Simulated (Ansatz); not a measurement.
A 3-atom cell of Se (P3_121) from a materials database was put through Ansatz (plane waves). The cell was relaxed beforehand with r2SCAN+rVV10.

Structure:
```
Se
1.0
     4.29266    0.00000    0.00000
    -2.14633    3.71755    0.00000
     0.00000    0.00000    5.04085
Se
3
Direct
  0.22847 0.00000 0.33333
  0.00000 0.22847 0.66667
  0.77153 0.77153 0.00000
```

The log, with set-up remarks and timings taken out:
```
Pseudopotential: Se, paw, valence charge 16, recommended cutoff 500 eV
Crystal: 3 atoms, lattice volume = 80.443 Å³
Basis set: ecut = 500 eV, 2053 PW (Γ)
Bands: 29, of which v1, the nominal top of the filled ones, is band 24 counted from 1 (23 counted from 0)
Symmetry: 6 space group operations
k-points: 76 of 144 (irreducible under 1 space group operation, time reversal used)
SCF 1 converged in 8 iterations: F = -16434.356928 eV  dr2 = 2.02e-11
SCF 1 converged in 3 iterations: F = -16434.349103 eV  dr2 = 2.21e-8
Free energy (F): -16434.356928 eV
Fermi energy:    6.822926 eV
--- Per-component energies (eV) ---
  E_band       = -1260.022091
  E_kinetic    = 351.641741
  E_local      = -7635.417093
  E_nonlocal   = -1781.717940
  E_hartree    = 3744.229943
  E_xc         = -292.576889
  E_vxc        = -314.656104
  E_paw        = -5777.440156
  E_vpaw       = 615.860685
  E_vtau       = 15.807086
  E_ewald      = -5037.781607
  E_core_change = -5.294311
--- Band table (eV; the first three rows and the last of 76) ---
  k-point 0: bands = […, 2.9591, 2.9591, 3.0369, 4.7645, 4.7645, 6.3770, 8.8313, 8.8313, 9.2491, 13.7600, …]
  k-point 1: bands = […, 2.2610, 3.1868, 3.3516, 4.8708, 5.1608, 5.9939, 8.4436, 8.4855, 8.7978, 13.9691, …]
  k-point 2: bands = […, 1.7911, 3.4296, 3.4296, 5.3013, 5.3013, 5.5313, 8.1766, 8.3016, 8.3016, 13.4914, …]
  k-point 75: bands = […, 0.6729, 2.2659, 2.4954, 4.8212, 5.2796, 6.8229, 8.5413, 9.8462, 9.9141, 13.4747, …]
--- Dielectric response (ions clamped): 3 representative field directions + reference, inside a basis on a mesh of 800 k-points ---
  ε∞ (high-frequency dielectric tensor):
        9.035228     0.000000     0.000000
        0.000000     9.035228     0.000000
        0.000000     0.000000    14.330588
  Born effective charges Z* (e; rows j = field, columns β = displacement):
    site 0:
         0.88060    0.00000    0.00000
         0.00000   -0.88060    0.47538
         0.00000    0.86318    0.00000
    site 1:
        -0.44030   -0.76262   -0.41169
        -0.76262    0.44030   -0.23769
        -0.74753   -0.43159    0.00000
    site 2:
        -0.44030    0.76262    0.41169
         0.76262    0.44030   -0.23769
         0.74753   -0.43159    0.00000
  ε∞ is read to err by 4.6e-2, Z* by 2.6e-2 e
```

Task: Which of these blocks stood in the input: relax, gw, phonons, dielectric, magnetization (spin_orbit)?

Result: dielectric. A response with clamped ions alone is the dielectric block.

Task: Which k mesh was typed?

Result: 6×6×4, Γ-centred. The answer isn't unique; the calculation gave this one.

Task: How were the bands filled?

Result: Fixed occupations.

Task: Which functional?

Result: r2SCAN. The term E_vtau belongs to a meta-GGA, which reads the kinetic-energy density. The lines shown narrow the functional down without fixing it; this is the one that was run.

Command: `ansatz run input.yaml --threads 4 --pin off --max-ram 7372MiB --backend cpu --events-out ev --progress --plain --runs-dir out`. Wall time 2.8 min on 4 threads of Arm Neoverse V2, on a shared host, load about 0.6 per core; peak host memory 2.3 GiB.

The values are computed, spin-unpolarised, and not measurements.

Spin-orbit coupling is left out.
